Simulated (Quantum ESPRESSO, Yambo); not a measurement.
Planning a run of Yambo 5.3.0 on AgBr (Fm-3m). The input:

```
optics
chi
dipoles
Chimod= "HARTREE"
% QpntsRXd
 1 | 4 |
%
% BndsRnXd
 1 | 56 |
%
NGsBlkXd= 3 Ry
% EnRngeXd
 0 | 30 | eV
%
% DmRngeXd
 0.2 | 0.2 | eV
%
ETStpsXd= 301
% LongDrXd
 1 | 0 | 0 |
%
```

The database entry behind the starting cell differs from later determinations by our own check (about 0.6 % short of the room-temperature cell), so it need not match the best structure at ambient conditions.

```sh
OMP_NUM_THREADS=1 mpirun -n 4 yambo -F optics1.in -J optics1 -C optics1 > optics1.log
```

The stored states that it reads are on a 6×6×6 mesh. The structure is cubic, space group Fm-3m (No. 225). The conventional cell has a = 5.740 Å, b = 5.740 Å, c = 5.740 Å, α = 90.00°, β = 90.00°, γ = 90.00°. Nearest to Ag lie 6 Br at 2.87 Å. Nearest to Br lie 6 Ag at 2.87 Å. Farther neighbours and most contacts between anions are not listed.

**Question.** How long will it take on 4 MPI ranks of Arm Neoverse V1, shared host, and how much memory?

It took 41 s; on shared hardware allow 21 s to 82 s. Peak host memory was 1.5 GiB.

[Paths, hosts, dates, memory and timing lines, banners, echoed tables and standing remarks are left out of the program output.]

[Logs are printed without paths, hosts, clocks, repeated set-up lines and the standing remarks that a program may print on its own settings, such as how far it seeks lower states.]

[Runs of the session that timed out or met a known fault of the program may be left out.]

[Hosts, paths, dates, database ids (printed as entryN), source tags and the programs' standing remarks are cut or masked in the printed files.]
